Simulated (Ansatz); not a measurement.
input.yaml (Ansatz)

```yaml
crystal:
  lattice:
    - [0.0, 2.5331487695, 2.5331487695]
    - [2.5331487695, 0.0, 2.5331487695]
    - [2.5331487695, 2.5331487695, 0.0]
  atoms:
    - { symbol: Tl, position: [0.0, 0.0, 0.0] }
hamiltonian:
  xc: pbe
  pseudopotentials:
    kind: paw
    azcp:
      Tl: "pseudopotentials/Tl.paw.azcp"
basis:
  ecutwfc: 420
  fft_grid_basis: typed
kpoints:
  mp_grid: { grid: [12, 12, 12], shift: [0, 0, 0] }
magnetization:
  spin_polarized: false
scf:
  occupations: { method: fermi_dirac, width: 0.1 }
  lower_state_search: "off"
output:
  stress: true
```

Output

```
Engine: ansatz 0.2.0, x86_64-unknown-linux-gnu
Pseudopotentials: kind: paw
Pseudopotential: Tl, paw, valence charge 13, recommended cutoff 420 eV (normal) 
Functional definition: PBE
  parameter kappa = 0.804
  parameter beta = 0.06672455060314922
  exchange = pbe_x(kappa = kappa, mu = beta*pi^2/3)
  correlation = pbe_c(beta = beta)
Crystal: 1 atoms, lattice volume = 32.510 Å³
Basis set: ecut = 420 eV, 609 PW (Γ)
Bands: 11, of which v1, the nominal top of the filled ones, is band 7 counted from 1 (6 counted from 0)
Symmetry: 48 space group operations
Space group: Fm-3m (ITA 225), of the structure as read, at distance tolerance 3.2e-5 Å
k-points: 72 of 1728
Non-local potential: Tl, projectors of the file, l = 0: 2, l = 1: 2, l = 2: 2, l = 3: 1
PAW form: soft (Blöchl's): semilocal exchange-correlation on the pseudo side does not see the compensation charge
PAW one-centre angular grid: Tl, 590 points (default); XC on 64 Gauss nodes
Initial density: superposition of atomic densities (neutral atoms: chi_scale 0, normalization atom), corrected by the library's trained network
Initial wavefunctions: pseudopotential atomic-orbital guess
Functional: x = pbe(κ = 0.804, μ = 0.2195149727645171), c = pbe(β = 0.06672455060314922)
SCF iter   1: F=—  HF=-11444.138237 eV  |F-HF|=—  |Δ(HF+E_count)|=         —  Δρ=6.46e-4  dr2=1.46e-4  ethr=1.77e-3  ⟨swp⟩=5.3  Hψ=4991  notcnv=0
SCF iter   2: F=—  HF=-11444.137698 eV  |F-HF|=—  |Δ(HF+E_count)|=   5.39e-4  Δρ=5.03e-4  dr2=8.26e-5  ethr=1.12e-6  ⟨swp⟩=2.0  Hψ=1805  notcnv=0
SCF iter   3: F=—  HF=-11444.137722 eV  |F-HF|=—  |Δ(HF+E_count)|=   2.44e-5  Δρ=1.76e-4  dr2=9.69e-6  ethr=6.35e-7  ⟨swp⟩=2.4  Hψ=1219  notcnv=0
SCF iter   4: F=—  HF=-11444.137725 eV  |F-HF|=—  |Δ(HF+E_count)|=   2.77e-6  Δρ=8.92e-5  dr2=3.62e-6  ethr=7.46e-8  ⟨swp⟩=2.0  Hψ=1243  notcnv=0
SCF iter   5: F=—  HF=-11444.137724 eV  |F-HF|=—  |Δ(HF+E_count)|=   1.30e-6  Δρ=1.56e-5  dr2=1.13e-7  ethr=2.79e-8  ⟨swp⟩=2.7  Hψ=1380  notcnv=0
SCF iter   6: F=-11444.137724 eV  HF=-11444.137724 eV  |F-HF|=1.17e-9  |Δ(HF+E_count)|=   3.21e-8  Δρ=2.07e-6  dr2=1.81e-9  ethr=7.69e-10  ⟨swp⟩=4.0  Hψ=2384  notcnv=0
SCF 1 converged in 6 iterations: F = -11444.137724 eV  dr2 = 1.81e-9
SCF converged after 6 iterations
Free energy (F): -11444.137724 eV
Harris-Foulkes:  -11444.137724 eV  (|F-HF|=1.17e-9)
Internal energy: -11444.115068 eV  (E = F + TS)
E sigma→0 (E₀):  -11444.126396 eV
Entropy (-TS):   -0.022655 eV (-22.655 meV/atom)
Fermi energy:    8.656502 eV
--- Per-component energies (eV) ---
  E_band       = -12.779871
  E_kinetic    = 332.782256
  E_local      = -948.497956  (includes V_loc(G=0)·N_el)
  E_nonlocal   = 317.129737
  E_hartree    = 349.931661
  E_xc         = -230.303683
  E_vxc        = -141.530124  (∫ρ·V_xc dr)
  E_paw        = -10164.013177  (= ΣΔE_a)
  E_vpaw       = -272.528391  (= ΣTr[D̂ρ^β])
  E_aug_tail   = 0.000033  (compensation charges beyond the density's cutoff)
  E_ewald      = -1101.143938
  E_smearing   = -0.022655  (= −TS)
  E_closure    = -0.000000  (closes the sum)
  Σ components = -11444.137724   (vs F -11444.137724, Δ=0.00e0)
--- Stress (GPa, compression-positive) ---
       -0.953253       0.000000      -0.000000
        0.000000      -0.953253      -0.000000
        0.000000      -0.000000      -0.953253
  P = ⅓ Tr σ = -0.9533 GPa (-9.533 kbar)
```

Command:

```sh
ansatz run input.yaml --threads 1 --pin off --max-ram 3584MiB --backend cpu --events-out ev --progress --plain --runs-dir out
```

On 1 thread of Intel(R) Xeon(R) Platinum 8259CL CPU @ 2.50GHz (Skylake/Cascade Lake) (shared host) this took about 1.9 s of wall time and 1.8 s of CPU time.
